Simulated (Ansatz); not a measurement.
Co: converged, but where?

The cell (2 atoms) is Co as an experimental structure (space group Fm-3m, primitive cell doubled). The computed pressure is over 10 GPa in size, so the cell is far from the computed equilibrium volume. Source: COD entry 9012941, which need not be the ambient phase.

These are results of DFT, PBE, PAW, plane waves, scalar-relativistic in Ansatz development build ahead of 0.2.0, not measurements.

```yaml
crystal:
  lattice:
    - [0.0, 1.79935, 1.79935]
    - [1.79935, 0.0, 1.79935]
    - [3.5987, 3.5987, 0.0]
  atoms:
    - { symbol: Co, position: [0.0, 0.0, 0.0], spin: 3.0 }
    - { symbol: Co, position: [0.0, 0.0, 0.5], spin: -3.0 }
magnetization:
  spin_polarized: true
hamiltonian:
  xc: pbe
  pseudopotentials: { kind: paw }
basis:
  ecutwfc: 420
kpoints:
  mp_grid: { grid: [12, 12, 6] }
scf:
  occupations: { method: fermi_dirac, width: 0.05 }
  lower_state_search: "off"
output:
  forces: true
  stress: true
```

Wall time and machine: 2.8 s on 2 threads of Intel(R) Xeon(R) Platinum 8488C, with other jobs on the host, peak memory 0.45 GiB.

The end of the output:

```
SCF converged after 11 iterations
Magnetization: 0.0000 μB (17.0000 up, 17.0000 down)
Absolute magnetization: 2.6660 μB (∫|ρ↑−ρ↓|, with the PAW one-centre terms)
Spin contamination: 1.0430 ħ² per cell (⟨S²⟩ above its minimum at these occupations)
Per-site moments (μB) at R_I (Å): [(1.3028, 1.0496), (-1.3028, 1.0496)]
Free energy (F): -10251.777232 eV
Harris-Foulkes:  -10251.777232 eV  (|F-HF|=2.21e-8)
Internal energy: -10251.741514 eV  (E = F + TS)
E sigma→0 (E₀):  -10251.759373 eV
Entropy (-TS):   -0.035718 eV (-17.859 meV/atom)
Fermi energy:    17.119848 eV
--- Forces (eV/Å), atoms counted from 1 ---
  atom   1  Co     0.00000000     0.00000000     0.00000000
  atom   2  Co     0.00000000     0.00000000    -0.00000000
--- Stress (GPa, compression-positive) ---
      -15.511059       2.120234      -2.120234
        2.120234     -15.511059      -2.120234
       -2.120234      -2.120234     -15.511059
  P = ⅓ Tr σ = -15.5111 GPa (-155.111 kbar)
```

Site moments are taken inside atomic spheres and don't add up to the total.

Problem. Would you trust this as the ground state? If a lower solution is known, describe it.

Solution. No. A state 226 meV/atom (0.452 eV per cell) lower exists in this cell: ferromagnetic, site moments Co1 1.80, Co2 1.80 μB, total 3.44 μB per cell, no gap on the k-mesh. It was reached from: parallel moments, default search for lower states [Co1 3.00, Co2 3.00 μB]; a moment on one site alone, plain SCF [Co2 3.00 μB]. The wrong state matters: the pressure is -11.4 GPa there against -15.5 GPa here. This multiple of the primitive cell fits some opposed orders; other multiples fit others. “Lowest” means lowest among the runs made in this cell.
